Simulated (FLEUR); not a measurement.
A self-consistent single point of CsBr (Pm-3m, 2 atoms in the cell) with FLEUR.

Computed with FLEUR with PBE, all-electron FLAPW (FLEUR), scalar-relativistic valence.

The change in words: lattice scaled by 0.98. Reference geometry:
```
CELL_PARAMETERS angstrom
      4.29000     0.00000     0.00000
      0.00000     4.29000     0.00000
      0.00000     0.00000     4.29000
ATOMIC_POSITIONS crystal
  Cs 0.00000 0.00000 0.00000
  Br 0.50000 0.50000 0.50000
```

Reference input (self-consistent single point, DFT, PBE, all-electron FLAPW (FLEUR), scalar-relativistic valence): Kmax = 3.8 1/bohr; GmaxXC = 15.2 1/bohr; xcFunctional = pbe; jspins = 1; l_soc = F; mode = hist; fermiSmearingEnergy = 0.00036749 Htr; mesh (inpgen div1-3) = 8 8 8; inpgen gamma flag = true; Gmax = 15.2 1/bohr; numbands = 0; maxIterBroyd = 40. This run's input differs from it in these lines:

```diff
@@ -3,5 +3,5 @@
 &input film=f /
-8.1069250746 0.0000000000 0.0000000000
-0.0000000000 8.1069250746 0.0000000000
-0.0000000000 0.0000000000 8.1069250746
+7.9447865732 0.0000000000 0.0000000000
+0.0000000000 7.9447865732 0.0000000000
+0.0000000000 0.0000000000 7.9447865732
 1.0
@@ -43,5 +43,5 @@
          <bravaisMatrix>
-            <row-1>    8.1069250745999994     0.0000000000000000     0.0000000000000000</row-1>
-            <row-2>    0.0000000000000000     8.1069250745999994     0.0000000000000000</row-2>
-            <row-3>    0.0000000000000000     0.0000000000000000     8.1069250745999994</row-3>
+            <row-1>    7.9447865732000000     0.0000000000000000     0.0000000000000000</row-1>
+            <row-2>    0.0000000000000000     7.9447865732000000     0.0000000000000000</row-2>
+            <row-3>    0.0000000000000000     0.0000000000000000     7.9447865732000000</row-3>
          </bravaisMatrix>
```

The program printed (abridged):

```
 Iteration:     1   Distance:       3.80890712 me/bohr^3
 Iteration:     2   Distance:       3.45271284 me/bohr^3
 Iteration:     3   Distance:       1.75725203 me/bohr^3
 Iteration:     4   Distance:       0.86006135 me/bohr^3
 Iteration:     5   Distance:       0.62387226 me/bohr^3
   [... 6 lines left out ...]
 Iteration:    12   Distance:       0.00034978 me/bohr^3
 Iteration:    13   Distance:       0.00005628 me/bohr^3
 Iteration:    14   Distance:       0.00001033 me/bohr^3
 Iteration:    15   Distance:       0.00000722 me/bohr^3
 Run finished successfully
 Stop message:
   Structural relaxation: Done

[file out, last iteration]
             iter=     16
[...]
          total density-effective poten   -1.7258990482E+04
          total charge density-energy d   -2.8512835556E+02
 Updated energy parameters for spin:           1
[...]
 fermi energy and band-weighting factors:

[...]
FERMIE:
          first approx. to ef    (T=0)  :   0.121381 htr   (energy of the highest occ. eigenvalue)
          number of occ. states  (T=0)  :        280
          first approx. to seigv (T=0)  :  -1.972968 htr
          sum of weights of occ. states :   8.000000
          sum of semicore charge        :   0.000000 e
FERHIS:  Fermi-Energy by histogram:
          bandgap                     :   0.178117 htr
   [... lines left out ...]
          charge neutrality (T=0)     :   0.000000    (zero if the highest occ. eigenvalue is "entirely" occupied)
 Direct bandgap for spin            1 :   0.17811709699884615       Htr
 ---->    free energy=                    -10397.0694073405 htr
   [... lines left out ...]
      extrapolation for T->0
 ---->    total electron energy=          -10397.0694073405 htr
 ***** TOTAL FORCES ON ATOMS *****
 TOTAL FORCE FOR ATOM TYPE=  1  X=  0.000   Y=  0.000   Z=  0.000
                       FX_TOT= 0.000000 FY_TOT= 0.000000 FZ_TOT= 0.000000
 TOTAL FORCE FOR ATOM TYPE=  2  X=  3.972   Y=  3.972   Z=  3.972
                       FX_TOT= 0.000000 FY_TOT= 0.000000 FZ_TOT= 0.000000
 Structural relaxation: Done
```

The run converged in 15 iterations. FLEUR gives forces in its relaxation mode, with a further iteration, so its stop message speaks of a relaxation. Against the reference run the free energy rises by 23.1 meV/atom and the gap on the mesh goes from 4.612 to 4.847 eV.

The starting cell has typed, rounded lattice constants, without a prior relaxation at this level. For this run, on top of that: lattice scaled by 0.98. Values depend on the basis (sphere radii, cutoffs, local orbitals), which need not be converged.

Cost on one core of a shared machine: roughly 60 s.
